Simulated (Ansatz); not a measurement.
A run of Ansatz 0.2.0 is set up as follows.

The input input.yaml:

```yaml
crystal:
  lattice:
    - [2.7341, 0.0, 0.0]
    - [-1.36705, 2.3678000565, 0.0]
    - [0.0, 0.0, 4.3197]
  atoms:
    - { symbol: Os, position: [0.6666666667, 0.3333333333, 0.75] }
    - { symbol: Os, position: [0.3333333333, 0.6666666667, 0.25] }
hamiltonian:
  xc: pbesol
  pseudopotentials: { kind: paw }
kpoints:
  mp_grid: { grid: [11, 11, 6] }
scf:
  occupations: { method: fermi_dirac, width: 0.05 }
output:
  forces: true
  stress: true
  eigenvalues: true
  write_density: true
  write_potential: true
  elf: true
  volumetric_format: npy
relax:
  f_tol: 0.01
  max_steps: 40
  cell: { stress_tol: 0.05, p_target: 20.0 }
```

Potentials or basis: Ansatz PAW.

Command:

```console
$ ansatz run input.yaml --threads 2 --pin off --max-ram 5632MiB --backend cpu --events-out ev --progress --plain --runs-dir out
```

Task: Estimate the space group after relaxing (to 0.05 Å).

Result: P6_3/mmc (No. 194).

Task: What does it give for the relaxed cell?

Result: a = 2.688 Å, b = 2.688 Å, c = 4.257 Å, α = 90.00°, β = 90.00°, γ = 120.00°.

Final structure:
```cif
data_structure
_symmetry_space_group_name_H-M 'P 1'
_symmetry_Int_Tables_number 1
_cell_length_a 2.6883
_cell_length_b 2.6883
_cell_length_c 4.2572
_cell_angle_alpha 90.000
_cell_angle_beta 90.000
_cell_angle_gamma 120.000
_cell_volume 26.65
loop_
_atom_site_label
_atom_site_type_symbol
_atom_site_fract_x
_atom_site_fract_y
_atom_site_fract_z
_atom_site_occupancy
Os1 Os 0.66667 0.33333 0.75000 1
Os2 Os 0.33333 0.66667 0.25000 1
```

 The run has no spin-orbit coupling, so splittings on Os are missing.
